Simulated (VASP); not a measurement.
# Te (P4/nmm) in VASP: notebook, part 2 of 2

VASP 6.6.1. The steps go on from the part before.

### 3 Single point, PBE0(alpha)

POSCAR reads:

```
Te
1.0
    5.8500400000      0.0000000000      0.0000000000
    0.0000000000      5.8500400000      0.0000000000
    0.0000000000      0.0000000000      4.7912000000
Te
4
Direct
    0.0000000000      0.0000000000      0.0000000000
    0.5000000000      0.5000000000      0.0000000000
    0.0000000000      0.5000000000      0.8300400000
    0.5000000000      0.0000000000      0.1699600000
```

INCAR.step1 reads:

```
SYSTEM = Te
ALGO     = Normal         ! electronic algorithm
EDIFF    = 1E-5           ! SCF threshold, eV
ENCUT    = 520            ! plane-wave cutoff, eV
GGA      = PE             ! functional
ISIF     = 2              ! what is computed and relaxed
ISMEAR   = -1             ! smearing method
ISYM     = 0            
LASPH    = .TRUE.         ! aspherical terms in the spheres
LCHARG   = .FALSE.        ! write CHGCAR
LREAL    = Auto         
LWAVE    = .TRUE.         ! write WAVECAR
NBANDS   = 20             ! bands
NELECT   = 23.0         
NELM     = 80             ! most SCF steps
PREC     = Accurate       ! precision mode
SIGMA    = 0.05           ! smearing width, eV
```

INCAR.step2 reads:

```
SYSTEM = Te
AEXX     = 0.05           ! exact-exchange fraction
ALGO     = Normal         ! electronic algorithm
EDIFF    = 1E-6           ! SCF threshold, eV
ENCUT    = 520            ! plane-wave cutoff, eV
GGA      = PE             ! functional
HFRCUT   = -1           
ISIF     = 2              ! what is computed and relaxed
ISMEAR   = -1             ! smearing method
ISTART   = 1            
ISYM     = 0            
LASPH    = .TRUE.         ! aspherical terms in the spheres
LCHARG   = .FALSE.        ! write CHGCAR
LHFCALC  = .TRUE.         ! exact exchange
LREAL    = Auto         
LWAVE    = .FALSE.        ! write WAVECAR
NBANDS   = 20             ! bands
NELECT   = 23.0         
NELM     = 80             ! most SCF steps
PREC     = Accurate       ! precision mode
PRECFOCK = Fast         
SIGMA    = 0.05           ! smearing width, eV
```

KPOINTS reads:

```
k-points
0
G
  3 3 3
  0 0 0
```

Potentials or basis: VASP PAW PBE potentials, release 64 (Te).

Launch:

```bash
> cat potpaw_PBE.64/Te/POTCAR > POTCAR
> cp INCAR.step1 INCAR
> mpirun -np 1 vasp_std > vasp.out
> cp INCAR.step2 INCAR
> mpirun -np 1 vasp_std > vasp.out
```

OUTCAR:

```text
SYSTEM = Te
   AEXX = 0.05
   EDIFF = 1E-6
   ENCUT = 520
   GGA = PE
   ISIF = 2
   ISMEAR = -1
   ISTART = 1
   ISYM = 0
   LASPH = .TRUE.
   LHFCALC = .TRUE.
   LREAL = Auto
   NELECT = 23.0
   NELM = 80
   PREC = Accurate
   PRECFOCK = Fast

 ion  position               nearest neighbor table
   1  0.000  0.000  0.000-   3 3.04   4 3.04   3 3.04   4 3.04
   2  0.500  0.500  0.000-   3 3.04   4 3.04   4 3.04   3 3.04
   3  0.000  0.500  0.830-   1 3.04   2 3.04   1 3.04   2 3.04
   4  0.500  0.000  0.170-   1 3.04   2 3.04   2 3.04   1 3.04

IMPORTANT INFORMATION: All symmetrisations will be switched off!
NOSYMM: (Re-)initialisation of all symmetry stuff for point group C_1.

----------------------------------------------------------------------------------------

                                     Primitive cell

  volume of cell :     163.9691

  direct lattice vectors                    reciprocal lattice vectors
     5.850040000  0.000000000  0.000000000     0.170939002  0.000000000  0.000000000
     0.000000000  5.850040000  0.000000000     0.000000000  0.170939002  0.000000000
     0.000000000  0.000000000  4.791200000     0.000000000  0.000000000  0.208715979
[... 135 lines left out ...]

 val. band max:        3.0352748319   @ k =   0.0000   0.3333   0.0000
 cond. band min:       3.4577795332   @ k =   0.0000   0.3333   0.3333
 fundamental gap:      0.4225047012
 Fermi energy:         3.3823431876

 k-point     1 :       0.0000    0.0000    0.0000
  band No.  band energies     occupation
      1      -9.7836      2.00000
      2      -7.4326      2.00000
      3      -7.2736      2.00000
      4      -4.8065      2.00000
      5      -1.9237      2.00000
      6      -1.9237      2.00000
[... 311 lines left out ...]
     19      10.0909      0.00000
     20      10.8393      0.00000

------------------------ aborting loop because EDIFF is reached ----------------------------------------

  FORCE on cell =-STRESS in cart. coord.  units (eV):
  Direction    XX          YY          ZZ          XY          YZ          ZX
  --------------------------------------------------------------------------------------
  -------------------------------------------------------------------------------------
  Total      -12.3482939    -12.3482938     -8.7015131     -0.0000002     -0.0000001     -0.0000001
  in kB     -120.6578466   -120.6578457    -85.0243634     -0.0000015     -0.0000009     -0.0000008
  external PRESSURE =    -108.7800186 kB  Pullay stress =       0.0000000 kB

 VOLUME and BASIS-vectors are now :
 -----------------------------------------------------------------------------
  energy-cutoff  :      520.00
  volume of cell :      163.97
      direct lattice vectors                 reciprocal lattice vectors
     5.850040000  0.000000000  0.000000000     0.170939002  0.000000000  0.000000000
     0.000000000  5.850040000  0.000000000     0.000000000  0.170939002  0.000000000
     0.000000000  0.000000000  4.791200000     0.000000000  0.000000000  0.208715979

 POSITION                                       TOTAL-FORCE (eV/Angst)
 -----------------------------------------------------------------------------------
      0.00000      0.00000      0.00000         0.000000     -0.000000     -0.000000
      2.92502      2.92502      0.00000         0.000000     -0.000000     -0.000000
      0.00000      2.92502      3.97689        -0.000000      0.000000     -0.060037
      2.92502      0.00000      0.81431        -0.000000      0.000000      0.060037
 -----------------------------------------------------------------------------------
    total drift:                               -0.000000     -0.000000      0.000000

  FREE ENERGIE OF THE ION-ELECTRON SYSTEM (eV)
  ---------------------------------------------------
  free  energy   TOTEN  =       -16.8775645863 eV

  energy  without entropy=      -16.8623399735  energy(sigma->0) =      -16.86995228
```

OUTCAR.step1:

```text
SYSTEM = Te
   EDIFF = 1E-5
   ENCUT = 520
   GGA = PE
   ISIF = 2
   ISMEAR = -1
   ISYM = 0
[... 502 lines left out ...]
      2.92502      2.92502      0.00000         0.000004     -0.000002     -0.000003
      0.00000      2.92502      3.97689        -0.000003      0.000002     -0.104997
      2.92502      0.00000      0.81431        -0.000001      0.000001      0.104997
 -----------------------------------------------------------------------------------
    total drift:                                0.000000      0.000000     -0.000006

  FREE ENERGIE OF THE ION-ELECTRON SYSTEM (eV)
  ---------------------------------------------------
  free  energy   TOTEN  =       -15.9999285439 eV

  energy  without entropy=      -15.9836320141  energy(sigma->0) =      -15.99178028
```

Run time: 3.5 min. Hardware: 1 thread of AMD EPYC 9R45 (Zen 5), shared host; peak memory 0.25 GiB.

The run converged, but some of its settings lie outside the range that counts as converged, so its numbers aren't taken as properties of the crystal.

What came out:

```yaml
Free_energy: -16.8776 eV
Largest_force: 0.060 eV/Å
Band_gap_on_the_k_mesh: none (metal or under the smearing width)
```

Caveat: the k mesh is coarse (spacing up to 0.44 Å⁻¹), so the values aren't converged, least of all with exact exchange; the cell is charged against a uniform background, so pressure and absolute levels hang on convention; the PAW data sets were made with another functional, which shifts forces and pressure a little.
